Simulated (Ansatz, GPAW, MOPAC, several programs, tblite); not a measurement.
# What each method gives for SnSe2 (2H monolayer)

SnSe2 as a 2H monolayer, relaxed with r2SCAN in Ansatz, was computed with several methods. In-plane lattice: a = 3.760 Å, b = 3.760 Å, γ = 120.0°; thickness between the outer nuclei 3.41 Å. Sn is surrounded by 6 Se at 2.76 Å; Se is surrounded by 3 Sn at 2.76 Å. No spin polarisation and no zero-point or thermal motion; the cell was built from a prototype and may be hypothetical.

```
Sn Se
1.0
     3.75991    0.00000    0.00000
    -1.87995    3.25617    0.00000
     0.00000    0.00000   30.53192
Sn Se
1 2
Direct
  0.33333 0.66667 0.29477
  0.66667 0.33333 0.35060
  0.66667 0.33333 0.23895
```
Periodic in the plane only; c spans the vacuum.

Gaps and times are for a single point on this cell. Times are rough, from shared hosts (Arm Neoverse V2), and each method has its own mesh and cell size. PM6 (MOPAC), PM7 (MOPAC), GFN1-xTB (tblite), GFN2-xTB (tblite) treat a cluster of cells at its zone centre, which samples few k points: where these miss a band edge, the gap comes out too large for that reason alone. Gaps from k meshes are read at a limited set of points (mesh, symmetry points, PBE's band edges), so each method's own least gap may be somewhat smaller. xTB and the PM methods were fitted mostly to molecules, and can miss a solid's gap by electronvolts. Minimal bases can be far off for gaps. GLLB-SC's gap includes the derivative discontinuity. d marks a direct gap, i an indirect one (no mark: not told apart), a dash a value that wasn't computed or didn't pass its checks.

```json
{"method": "PM6 (MOPAC)", "kind": "semi-empirical", "gap (eV)": "4.22", "atoms computed": "27", "processor time": "0.22 s"}
{"method": "PM7 (MOPAC)", "kind": "semi-empirical", "gap (eV)": "3.71", "atoms computed": "27", "processor time": "0.25 s"}
{"method": "GFN1-xTB (tblite)", "kind": "tight binding", "gap (eV)": "0.61", "atoms computed": "27", "processor time": "0.77 s"}
{"method": "GFN2-xTB (tblite)", "kind": "tight binding", "gap (eV)": "0.03", "atoms computed": "27", "processor time": "1.5 s"}
{"method": "PBE/single zeta (GPAW)", "kind": "small basis", "gap (eV)": "0.20 i", "atoms computed": "3", "processor time": "3.5 s"}
{"method": "light PBE (260 eV and a coarse mesh)", "kind": "light plane-wave", "gap (eV)": "0.05 i", "atoms computed": "3", "processor time": "4.7 s"}
{"method": "PBE", "kind": "semilocal", "gap (eV)": "0.06 i", "atoms computed": "3", "processor time": "18 s"}
{"method": "GLLB-SC (GPAW)", "kind": "model potential", "gap (eV)": "0.43", "atoms computed": "3", "processor time": "31 s"}
{"method": "r2SCAN", "kind": "semilocal", "gap (eV)": "0.29 i", "atoms computed": "3", "processor time": "43 s"}
```

Against r2SCAN (0.29 eV) and with closed or daggered gaps left aside, the nearest gap at the points sampled is that of PBE/single zeta (GPAW) (-0.09 eV) and the farthest that of PM6 (MOPAC) (+3.93 eV). r2SCAN is only a yardstick of convenience: semilocal gaps usually lie below measured ones, which GLLB-SC and hybrids aim to mend.

No spin-orbit coupling is included; it can move band edges with weight on the heavy atoms by tenths of an eV.
